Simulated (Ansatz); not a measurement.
Here is an Ansatz 0.2.0 calculation.

Contents of input.yaml:

```yaml
crystal:
  lattice:
    - [5.1850002, 0.0, 0.0]
    - [-2.5925001, 4.49034189, 0.0]
    - [0.0, 0.0, 2.90800053]
  atoms:
    - { symbol: Ta, position: [0.0, 0.0, 0.0] }
    - { symbol: Ta, position: [0.3333333333, 0.6666666667, 0.5] }
    - { symbol: Ta, position: [0.6666666667, 0.3333333333, 0.5] }
    - { symbol: "N", position: [0.5, 0.0, 0.0] }
    - { symbol: "N", position: [0.5, 0.5, 0.0] }
    - { symbol: "N", position: [0.0, 0.5, 0.0] }
hamiltonian:
  xc: pbe
  pseudopotentials: { kind: paw }
  dispersion: d3bj
kpoints:
  mp_grid: { grid: [6, 6, 9] }
scf:
  occupations: { method: fermi_dirac, width: 0.05 }
output:
  forces: true
  stress: true
  eigenvalues: true
relax:
  f_tol: 0.01
  max_steps: 40
  cell: { stress_tol: 0.05 }
```

Potentials or basis: Ansatz PAW.

Command:

```console
$ ansatz run input.yaml --threads 2 --pin off --max-ram 5632MiB --backend cpu --events-out ev --progress --plain --runs-dir out
```

Problem. Estimate the relaxed volume.

Solution. 11.41 Å³/atom.

Problem. Estimate the space group after relaxing (to 0.05 Å).

Solution. P6/mmm (No. 191).

Problem. What does it give for the band gap on the k mesh?

Solution. None (metal or under the smearing width).

Problem. Estimate the relaxed cell.

Solution. a = 5.202 Å, b = 5.202 Å, c = 2.922 Å, α = 90.00°, β = 90.00°, γ = 120.00°.

Step by step:
| step | energy change (eV) | largest force (eV/Å) | volume (Å³) |
| --- | --- | --- | --- |
| 1 | 0.0000 | 0.0000 | 67.71 |
| 2 | -0.0049 | 0.0000 | 68.74 |
| 3 | -0.0069 | 0.0000 | 68.45 |
| 4 | -0.0069 | 0.0000 | 68.45 |
| 5 | -0.0093 | 0.0000 | 68.45 |
| 6 | -0.0093 | 0.0000 | 68.47 |
| 7 | -0.0093 | 0.0000 | 68.47 |

Caveat: the plane-wave basis is chosen anew once the cell has moved, so the energies of steps on either side of that aren't comparable; the pressure holds a Pulay correction of +0.5 GPa for the finite cutoff; pairwise dispersion overbinds metals, which lowers pressure and volume. Zero-point motion and thermal expansion aren't in these numbers.
